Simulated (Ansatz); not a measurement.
# How the conductance of Cu/BN/Ni changes with thickness, part 3 of 8

Aim: the conductance of Cu/BN/Ni junctions as the barrier thickens. The lower electrode is Cu fcc(111), the upper one Ni fcc(111); the barrier is BN zinc blende(111) (whole bilayers). In the first transport cell, after relaxation, the nearest pair of electrode and barrier is Cu–N at 1.99 Å, along the normal, at the lower face and Ni–B at 2.40 Å, at a slant, at the upper one. All share a net of side 2.567 Å, which strains the lower electrode by +0.0 %, the upper one by +3.1 % and the barrier by +0.0 %, against typed lattice constants near PBE's. The first steps treat the bulk electrodes alone.

Ansatz 0.2.0; PBE DFT, plane waves, PAW files (the session's first sound run).

So far. Step 4 (Relaxation): The largest force component on a free atom ends at 0.037 eV/Å. The work functions of the outer faces are 4.81 and 4.93 eV.

## (5) The open system: T(E)

This step: PBE DFT, plane waves, PAW files; ballistic transmission by layer matching between semi-infinite leads (Ansatz 0.2.0).

System of this step: Cu/BN/Ni. The cell holds 26 atoms: 8 Cu, 4 N, 4 B and 10 Ni. Its edges and angles: a = 2.567 Å, b = 2.567 Å, c = 57.295 Å, α = 90.0°, β = 90.0°, γ = 120.0°. Regions: left electrode, 8 atoms (8 Cu); barrier, 8 atoms (4 N and 4 B); right electrode, 10 atoms (10 Ni). Vacuum lies along c.

The relaxed core is set between ideal electrode layers (this cell holds 8 atomic planes between the electrodes; where that differs from the relaxed slab, whole periods were copied in or cut out without a new relaxation), which the solver continues as semi-infinite leads. A wide energy window on a coarse mesh (18×18) shows where the Fermi level lies against the barrier's bands; the projected density of states shows how far the metals' states reach in.

Contents of input.yaml:

```yaml
crystal:
  lattice:
    - [2.567, 0.0, 0.0]
    - [-1.2835, 2.2230872115, 0.0]
    - [0.0, 0.0, 57.2952976285]
  atoms:
    - { symbol: Cu, position: [0.66666667, 0.33333333, 0.1221740752] }
    - { symbol: Cu, position: [0.0, 0.0, 0.1587325333] }
    - { symbol: Cu, position: [0.33333333, 0.66666667, 0.1952909913] }
    - { symbol: Cu, position: [0.66666667, 0.33333333, 0.2318494494] }
    - { symbol: Cu, position: [0.0, 0.0, 0.2684079075] }
    - { symbol: Cu, position: [0.33333333, 0.66666667, 0.3049663656] }
    - { symbol: Cu, position: [0.66666667, 0.33333333, 0.3415248236] }
    - { symbol: Cu, position: [0.0, 0.0, 0.3776004977] }
    - { symbol: "N", position: [0.0, 0.0, 0.4124081841] }
    - { symbol: B, position: [0.33333333, 0.66666667, 0.4200680114] }
    - { symbol: "N", position: [0.33333333, 0.66666667, 0.4488516012] }
    - { symbol: B, position: [0.66666667, 0.33333333, 0.457255073] }
    - { symbol: "N", position: [0.66666667, 0.33333333, 0.4855905934] }
    - { symbol: B, position: [0.0, 0.0, 0.4940385047] }
    - { symbol: "N", position: [0.0, 0.0, 0.5224433931] }
    - { symbol: B, position: [0.33333333, 0.66666667, 0.5312377041] }
    - { symbol: Ni, position: [0.66666667, 0.33333333, 0.5641966854], spin: 0.7 }
    - { symbol: Ni, position: [0.0, 0.0, 0.599167048], spin: 0.7 }
    - { symbol: Ni, position: [0.33333333, 0.66666667, 0.6339994076], spin: 0.7 }
    - { symbol: Ni, position: [0.66666667, 0.33333333, 0.6688317672], spin: 0.7 }
    - { symbol: Ni, position: [0.0, 0.0, 0.7036641268], spin: 0.7 }
    - { symbol: Ni, position: [0.33333333, 0.66666667, 0.7384964864], spin: 0.7 }
    - { symbol: Ni, position: [0.66666667, 0.33333333, 0.773328846], spin: 0.7 }
    - { symbol: Ni, position: [0.0, 0.0, 0.8081612056], spin: 0.7 }
    - { symbol: Ni, position: [0.33333333, 0.66666667, 0.8429935652], spin: 0.7 }
    - { symbol: Ni, position: [0.66666667, 0.33333333, 0.8778259248], spin: 0.7 }
magnetization:
  spin_polarized: true
kpoints:
  mp_grid: { grid: [12, 12, 1] }
scf:
  occupations: { method: fermi_dirac, width: 0.1 }
  max_iter: 150
hamiltonian:
  xc: pbe
output:
  transmission:
    kmesh: [18, 18]
    e_range: [-3, 3]
    de: 0.1
    leads: [[3, 4], [21, 22]]
  dos: { projected: true, e_range: [-6, 5], de: 0.05 }
  write_potential: true
  write_density: true
  volumetric_format: npy
  elf: true
```

Launch:

```sh
> ansatz run input.yaml --threads 4 --pin off --max-ram 12288MiB --backend cpu --events-out ev --progress --plain --runs-dir out
```

Numbers of over 12 decimals in the logs are rounded to 6 here.

The program printed:

```text
[...]
Crystal: 26 atoms, lattice volume = 326.965 Å³
Basis set: ecut = 420 eV, 6557 PW (Γ)
Bands: 223, of which v1, the nominal top of the filled ones, is band 182 counted from 1 (181 counted from 0)
Symmetry: 6 space group operations
[...]
k-points: 19 of 144 (time reversal used)
[...]
Starting moments: Σ|m| = 7 μB on 10 of 26 sites
[...]
SCF iter   1: F=—  HF=-113564.433891 eV  |F-HF|=—  |Δ(HF+E_count)|=         —  Δρ=1.78e-1 (↑1.61e-1 ↓1.78e-1)  dr2=9.86e3  dr2_m=5.82e0  M=1.315 μB ∫|m|=1.556 μB  β_m=0.30  ethr=3.10e-3  ⟨swp⟩=6.3  Hψ=31795  notcnv=0  defer=251
[...]
SCF iter  25: F=-113564.377112 eV  HF=-113564.377112 eV  |F-HF|=4.96e-8  |Δ(HF+E_count)|=   1.18e-9  Δρ=8.32e-7 (↑2.20e-7 ↓8.32e-7)  dr2=5.05e-8  dr2_m=3.56e-10  M=6.089 μB ∫|m|=7.019 μB  ethr=2.56e-11  ⟨swp⟩=10.9  Hψ=36597  notcnv=0
SCF 1 converged in 25 iterations: F = -113564.377112 eV  dr2 = 5.05e-8
[...]
transmission: 358 of 3552 steps passed
transmission: 718 of 3552 steps passed
[...]
transmission: 3552 of 3552 steps passed
WARN: The output density's exchange-correlation potential varies sharply where the density is thin. Do not read a vacuum level from v_tot or v_xc, or from such a field of the output density. On a cell that repeats whose density bears no net charge and no dipole along the vacuum's axis use v_es (v_loc + v_h of the components); under efield.dipole_correction with no amplitude use v_es + v_field, which holds any externa [...]
SCF converged after 25 iterations
Magnetization: 6.0885 μB (185.0443 up, 178.9557 down)
Absolute magnetization: 7.0264 μB (∫|ρ↑−ρ↓|, with the PAW one-centre terms)
[...]
Per-site moments (μB) at R_I (Å): [(-7.154479751983173e-6, 1.058443), (-4.436712661557198e-6, 1.058443), (-2.1810120222008452e-6, 1.058443), (-1.1567375104734984e-6, 1.058443), (-6.3431981498239e-7, 1.058443), (6.611076423695192e-6, 1.058443), (2.832397347085515e-5, 1.049150), (4.068873158134719e-5, 0.822656), (8.164937476999241e-5, 0.637590), (-1.0535268869012176e-5, 0.637590), (4.1609895618501204e-5, 0.642801), (-7 [...]
Free energy (F): -113564.377112 eV
[...]
Internal energy: -113563.711412 eV  (E = F + TS)
E sigma→0 (E₀):  -113564.044262 eV
Entropy (-TS):   -0.665700 eV (-25.604 meV/atom)
Fermi energy:    11.505187 eV
[...]
--- Band table (eV; the first three rows and the last of 38) ---
  k-point 0 ↑: bands = [... 178 lower, 10.2651, 10.3456, 10.3456, 10.4635, 10.4635, 10.6115, 10.6115, 10.7627, ... 37 higher]
  k-point 1 ↑: bands = [... 178 lower, 10.3262, 10.3757, 10.3954, 10.4599, 10.4801, 10.4876, 10.6223, 10.6287, ... 37 higher]
  k-point 2 ↑: bands = [... 178 lower, 10.3733, 10.3850, 10.3892, 10.4498, 10.5255, 10.5452, 10.6475, 10.7882, ... 37 higher]
  k-point 18 ↓: bands = [... 178 lower, 13.4777, 14.7741, 14.7751, 14.8036, 14.9312, 14.9339, 15.1625, 15.2716, ... 37 higher]
--- Transmission ---
  basis      : 55 plane waves across, 48 finite elements along
  points     : 37, standing for a mesh of 18 x 18
  energies   : 61 from -3.000000 to 3.000000 eV about the Fermi level, 0.100000 eV apart; the leads are filled to 0.000000 eV, and channels, transmission and decay are at 0.000000 eV
  crystal 0  : Cu1, at the sites [3, 4], period 2.0946 Å, over 14.66 Å; its Hamiltonian steps by up to 25.4 meV: too much for a lead, lay more layers or, if its atoms are ordered, name the step of that order
    offset         : up to 0.0000 Å between an atom of the period and one for which it stands
    channels       : 8.055556e-1 up, 8.055556e-1 down
    conductance    : none, the energies end too early or step too widely for 300 K: set another output.transmission.e_range or a lower de, or, where they end at an eighth of basis.ecutwfc, a higher one
    slowest decay  : 0.0855 /Å at (0.4444, 0.1111)
  crystal 1  : Ni1, at the sites [21, 22], period 1.9957 Å, over 19.96 Å; its Hamiltonian steps by up to 2.8 meV
[...]
channels       : 6.975309e-1 up, 1.787037e0 down
[...]
slowest decay  : 0.0777 /Å at (0.4444, 0.1111)
  junction   : crystal 0 to crystal 1, 13.63 to 40.01 Å
    transmission   : 2.073034e-2 up, 2.443391e-2 down
[...]
```

Wall time 8.5 min (4 threads of Arm Neoverse V1, shared host); peak memory 3.8 GiB.

Reading the cycles: dr2 is the Hartree energy of the density residual (eV), the measure of convergence; HF is the Harris–Foulkes estimate of the energy, which meets the free energy F at convergence.

This step gave:

```
free energy                                : -113564.3771 eV
Fermi energy                               : 11.51 eV
magnetization                              : 6.089 μB
absolute magnetization                     : 7.026 μB
level to which the leads are filled        : 0 eV from the Fermi level
transmission at the Fermi level, spin up   : 0.02073
transmission at the Fermi level, spin down : 0.02443
potential step in the lower lead           : 25.4 meV
potential step in the upper lead           : 2.8 meV
```

Each spin. Table of transmission, zone mean by energy, zero at the Fermi level:

| energy (eV) | transmission, up | transmission, down |
| --- | --- | --- |
| -3.00 | 0.187 | 0.149 |
| -2.90 | 0.209 | 0.158 |
| -2.70 | 0.196 | 0.203 |
| -2.40 | 0.241 | 0.210 |
| -2.30 | 0.318 | 0.215 |
| -2.10 | 0.216 | 0.267 |
| -1.90 | 0.176 | 0.278 |
| -1.70 | 0.216 | 0.273 |
| -1.60 | 0.0748 | 0.179 |
| -1.30 | 0.115 | 0.0601 |
| -1.10 | 0.138 | 0.0766 |
| -1.00 | 0.127 | 0.0848 |
| -0.70 | 0.111 | 0.103 |
| -0.40 | 0.0509 | 0.0643 |
| -0.10 | 0.0266 | 0.0325 |
| 0.00 | 0.0207 | 0.0244 |
| 0.10 | 0.0156 | 0.0168 |
| 0.40 | 0.00779 | 0.00708 |
| 0.70 | 0.00419 | 0.00398 |
| 1.00 | 0.00182 | 0.00173 |
| 1.30 | 0.00113 | 0.00106 |
| 1.60 | 8.7e-4 | 8.2e-4 |
| 1.90 | 8.7e-4 | 8.2e-4 |
| 2.10 | 0.00121 | 0.00113 |
| 2.40 | 7.6e-4 | 7.4e-4 |
| 2.70 | 0.00204 | 0.00200 |
| 3.00 | 0.00157 | 0.00150 |

Each spin. Open channels, zone mean against energy, zero at the Fermi level:

| energy (eV) | lower lead, up | upper lead, up | lower lead, down | upper lead, down |
| --- | --- | --- | --- | --- |
| -3.00 | 1.79 | 1.03 | 1.79 | 0.917 |
| -2.70 | 1.68 | 1.56 | 1.68 | 0.991 |
| -2.40 | 1.53 | 1.62 | 1.53 | 0.917 |
| -2.10 | 1.76 | 1.58 | 1.76 | 1.49 |
| -1.80 | 1.61 | 1.38 | 1.61 | 1.60 |
| -1.50 | 0.966 | 1.57 | 0.966 | 1.48 |
| -1.20 | 0.577 | 1.59 | 0.577 | 1.23 |
| -0.90 | 0.676 | 1.70 | 0.676 | 1.55 |
| -0.60 | 0.713 | 1.86 | 0.713 | 1.62 |
| -0.30 | 0.806 | 0.586 | 0.806 | 1.53 |
| 0.00 | 0.806 | 0.698 | 0.806 | 1.79 |
| 0.30 | 0.787 | 0.713 | 0.787 | 1.16 |
| 0.60 | 0.824 | 0.787 | 0.824 | 0.694 |
| 0.90 | 0.843 | 0.824 | 0.843 | 0.75 |
| 1.20 | 0.824 | 0.824 | 0.824 | 0.787 |
| 1.50 | 0.815 | 0.843 | 0.815 | 0.824 |
| 1.80 | 0.815 | 0.880 | 0.815 | 0.843 |
| 2.10 | 0.815 | 0.880 | 0.815 | 0.880 |
| 2.40 | 0.741 | 0.833 | 0.741 | 0.889 |
| 2.70 | 0.704 | 0.833 | 0.704 | 0.833 |
| 3.00 | 0.648 | 0.870 | 0.648 | 0.833 |

Transmission over k1 and k2. At 0.0000 eV from the Fermi level, spin up.

Ten even steps from '_' (0.000) to '@' (0.180):
```
____________________________________
____________________________________
____________________________________
____________....____________________
__________..--==--..________________
________..--++%%%%++--..____________
________..==%%@@**@@%%==..__________
__________--%%**____**%%--__________
..________..++@@______@@++..________
____________--%%**____**%%--________
____________..==%%@@**@@%%==..______
______________..--++%%%%++--..______
__________________..--==--..________
______________________....__________
____________________________________
____________________________________
____________________________________
..________________..________________
```
Columns: k1 (b1) from -0.5 to 0.444; rows upwards: k2 (b2) from -0.5 to 0.444.

Open channels of the lower lead, spin up over k1 and k2. At 0.0000 eV from the Fermi level, spin up.

Ten even steps from '_' (0.00) to '@' (1.00):
```
@@@@@@@@@@@@@@@@@@@@@@______________
@@@@@@@@@@@@@@@@@@@@@@@@____________
@@@@@@@@@@@@@@@@@@@@@@@@@@__________
@@@@@@@@@@@@@@@@@@@@@@@@@@@@________
@@@@@@@@@@@@@@@@@@@@@@@@@@@@@@______
@@@@@@@@@@@@@@@@@@@@@@@@@@@@@@@@____
@@@@@@@@@@@@@@@@@@@@@@@@@@@@@@@@@@__
@@@@@@@@@@@@@@@@____@@@@@@@@@@@@@@@@
@@@@@@@@@@@@@@@@______@@@@@@@@@@@@@@
@@@@@@@@@@@@@@@@@@____@@@@@@@@@@@@@@
@@__@@@@@@@@@@@@@@@@@@@@@@@@@@@@@@@@
@@____@@@@@@@@@@@@@@@@@@@@@@@@@@@@@@
@@______@@@@@@@@@@@@@@@@@@@@@@@@@@@@
@@________@@@@@@@@@@@@@@@@@@@@@@@@@@
@@__________@@@@@@@@@@@@@@@@@@@@@@@@
@@____________@@@@@@@@@@@@@@@@@@@@@@
@@______________@@@@@@@@@@@@@@@@@@@@
@@@@@@@@@@@@@@@@@@@@@@@@@@@@@@@@@@@@
```
Columns: k1 (b1) from -0.5 to 0.444; rows upwards: k2 (b2) from -0.5 to 0.444.

Open channels of the upper lead, spin up over k1 and k2. At 0.0000 eV from the Fermi level, spin up.

Values, 12 rows by 16 columns, each cell a mean:
```
0.70 1.00 1.00 1.00 0.63 0.78 1.00 1.00 1.00 0.78 0.00 0.00 0.00 0.00 0.00 0.00
0.11 1.00 1.00 1.00 1.00 1.00 1.00 1.00 1.00 0.93 0.44 0.00 0.00 0.00 0.00 0.00
0.07 0.74 1.00 1.00 1.00 1.00 1.00 1.00 1.00 1.00 1.00 0.56 0.00 0.00 0.00 0.00
0.07 0.74 1.00 1.00 1.00 1.00 1.00 1.00 1.00 1.00 1.00 0.85 0.67 0.22 0.00 0.00
0.41 1.00 1.00 1.00 1.00 1.00 1.00 1.00 1.00 1.00 1.00 1.00 1.00 1.00 0.48 0.33
1.00 1.00 1.00 1.00 1.00 1.00 1.00 1.00 1.00 1.00 1.00 1.00 1.00 1.00 1.00 1.00
0.67 0.67 0.78 1.00 1.00 1.00 1.00 1.00 1.00 1.00 1.00 1.00 1.00 1.00 1.00 1.00
0.00 0.00 0.11 0.63 1.00 1.00 1.00 1.00 1.00 1.00 1.00 1.00 1.00 1.00 1.00 1.00
0.00 0.00 0.00 0.00 0.00 0.67 1.00 1.00 1.00 1.00 1.00 1.00 1.00 1.00 1.00 0.41
0.00 0.00 0.00 0.00 0.00 0.22 0.85 1.00 1.00 1.00 1.00 1.00 1.00 1.00 1.00 1.00
0.30 0.00 0.00 0.00 0.00 0.00 0.00 0.89 1.00 1.00 1.00 0.85 0.85 1.00 1.00 1.00
0.96 0.52 0.00 0.00 0.00 0.00 0.00 0.89 1.00 0.85 0.33 0.19 0.19 0.33 0.33 0.93
```
Columns: k1 (b1) from -0.5 to 0.444; rows upwards: k2 (b2) from -0.5 to 0.444.

Transmission over k1 and k2. At 0.0000 eV from the Fermi level, spin dn.

Ten even steps from '_' (0.000) to '@' (0.250):
```
____________________________________
____________________________________
____________________________________
____________________________________
__________..::--::..________________
__________::==####==::______________
__________--##@@##@@##--____________
__________::####____####::__________
__________..==@@______@@==..________
____________::####____####::________
______________--##@@##@@##--________
________________::==####==::________
__________________..::--::..________
____________________________________
____________________________________
____________________________________
____________________________________
____________________________________
```
Columns: k1 (b1) from -0.5 to 0.444; rows upwards: k2 (b2) from -0.5 to 0.444.

Open channels of the lower lead, spin down over k1 and k2. At 0.0000 eV from the Fermi level, spin dn.

Ten even steps from '_' (0.00) to '@' (1.00):
```
@@@@@@@@@@@@@@@@@@@@@@______________
@@@@@@@@@@@@@@@@@@@@@@@@____________
@@@@@@@@@@@@@@@@@@@@@@@@@@__________
@@@@@@@@@@@@@@@@@@@@@@@@@@@@________
@@@@@@@@@@@@@@@@@@@@@@@@@@@@@@______
@@@@@@@@@@@@@@@@@@@@@@@@@@@@@@@@____
@@@@@@@@@@@@@@@@@@@@@@@@@@@@@@@@@@__
@@@@@@@@@@@@@@@@____@@@@@@@@@@@@@@@@
@@@@@@@@@@@@@@@@______@@@@@@@@@@@@@@
@@@@@@@@@@@@@@@@@@____@@@@@@@@@@@@@@
@@__@@@@@@@@@@@@@@@@@@@@@@@@@@@@@@@@
@@____@@@@@@@@@@@@@@@@@@@@@@@@@@@@@@
@@______@@@@@@@@@@@@@@@@@@@@@@@@@@@@
@@________@@@@@@@@@@@@@@@@@@@@@@@@@@
@@__________@@@@@@@@@@@@@@@@@@@@@@@@
@@____________@@@@@@@@@@@@@@@@@@@@@@
@@______________@@@@@@@@@@@@@@@@@@@@
@@@@@@@@@@@@@@@@@@@@@@@@@@@@@@@@@@@@
```
Columns: k1 (b1) from -0.5 to 0.444; rows upwards: k2 (b2) from -0.5 to 0.444.

Spin density in the ca plane at fractional y = 0.000, with atoms of Cu and N and B and Ni within 0.2 Å of it.

Ten even steps from '0' (-3.82 × 1e-3 e/Å³) to '9' (0.17 × 1e-3 e/Å³), each cell a mean:
```
99999999999999999999999999999999989644554886
99999999999999999999999999999999999877888865
99999999999999999999999999999999999998898526
99999999999999999999999999999999999998888207
99999999999999999999999999999999999998888317
99999999999999999999999999999999999888899745
99999999999999999999999999999999999756776876
99999999999999999999999999999999989633210886
```
Columns run along c (16.0 Å, from fractional 0.28 to 0.56 of the cell), rows up along a (2.6 Å). Atoms in or near the plane, at fractional coordinates: Cu at (0.38, 0.00), N at (0.41, 0.00), B at (0.49, 0.00), N at (0.52, 0.00).

Electrostatic potential energy in the ca plane at fractional y = 0.000, with atoms of Cu and N and B and Ni within 0.2 Å of it. With pseudopotentials it is smooth inside the atoms' cores, unlike the true potential.

Ten even steps from '0' (-44 eV) to '9' (14 eV), each cell a mean:
```
51015999999999999610048710499999999961047301
74247999899998899852379965799999999985578746
98789997789987789987899998899998899988899988
99999986579985579999999998889987789988999988
99899986679986689998899998889988889988999988
85468998899998899864589987899999999987789877
61026999999999999720159731599999999962158413
40004999999999999610038600289999999850036100
```
Columns run along c (16.0 Å, from fractional 0.26 to 0.53 of the cell; values clipped at the 3rd and 97th percentile), rows up along a (2.6 Å). Atoms in or near the plane, at fractional coordinates: Cu at (0.27, 0.00), Cu at (0.38, 0.00), N at (0.41, 0.00), B at (0.49, 0.00), N at (0.52, 0.00).

ELF in the ca plane at fractional y = 0.000, with atoms of Cu and N and B and Ni within 0.2 Å of it. It is the smooth field of the valence electrons, not physical close to the nuclei.

Ten even steps from '0' (0.02) to '9' (0.91), each cell a mean:
```
55740000000231169647611122322454223222222222
88840134311476446788521111221232122111221112
67632578622578512577432111122111221111211111
24323799833677410133342112122222221221211221
46423689733577511355432112122112221211211211
89731356411477535788521111121222121111221112
66840011100343268767611122222343222222222222
22650000000110079515510223322575223322222232
```
Columns run along c (16.0 Å, from fractional 0.41 to 0.69 of the cell), rows up along a (2.6 Å). Atoms in or near the plane, at fractional coordinates: N at (0.41, 0.00), B at (0.49, 0.00), N at (0.52, 0.00), Ni at (0.60, 0.00).

At the Fermi level the transmission is 0.021 (up) and 0.024 (down), as a zone mean for one spin on this coarse mesh. At the Fermi level the layers of this cell's barrier hold from 0.0056 to 0.10 states an eV and atom. In the worse lead the potential repeats within 25.4 meV, which the program flags as too much for a lead, so G carries that doubt.

[end of part 3 of 8]

[Logs are printed without paths, hosts, clocks, repeated set-up lines and the standing remarks that a program may print on its own settings, such as how far it seeks lower states.]

[Hosts, paths, dates, database ids (printed as entryN), source tags and the programs' standing remarks are cut or masked in the printed files.]
